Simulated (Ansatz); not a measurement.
WS2 (P-6m2) under several functionals

Plane-wave DFT in Ansatz with scalar-relativistic PAW potentials. The same structure was relaxed (cell and atoms, symmetry kept) in separate runs at each level. This form isn't the usual stable structure of the compound. No spin polarisation.

```tsv
level	cutoff (eV)	k mesh	V (Å³/atom)	a (Å)	c (Å)	gap (eV)	B0 (GPa)
PBEsol+D3(BJ)	420	12×12×2	47.705	3.124	16.936	1.99	–
LDA	420	12×12×2	47.807	3.125	16.953	1.99	–
PBEsol	420	12×12×2	48.431	3.146	16.953	1.94	0
PBE+D3(BJ)	420	12×12×2	48.821	3.160	16.939	1.92	–
r2SCAN	500	12×12×2	49.517	3.181	16.951	1.90	–
```

Q: Where does PBE (420 eV, k mesh 12×12×2) fall?

A: V (Å³/atom) 49.679, a (Å) 3.187, c (Å) 16.939, gap (eV) 1.81. Its volume is the largest of the set. The usual order of volumes, LDA < PBEsol < PBE, holds here (47.807, 48.431, 49.679 Å³/atom). As a rule LDA overbinds; PBEsol, built on the gradient expansion of slowly varying densities, lies between LDA and PBE; PBE's stronger gradient term for exchange weakens bonds. Adding D3 to PBE changes the volume by -1.7 %; the term is attractive, so it pulls cells in, most where layers or molecules are weakly bound. r2SCAN lies 0.3 % under PBE in volume. Each gap belongs to its own cell, so it mixes the functional's effect with that of the volume; gaps are the least found on the k mesh or on a band path.

Spin-orbit coupling is left out, which matters for the bands of heavy elements.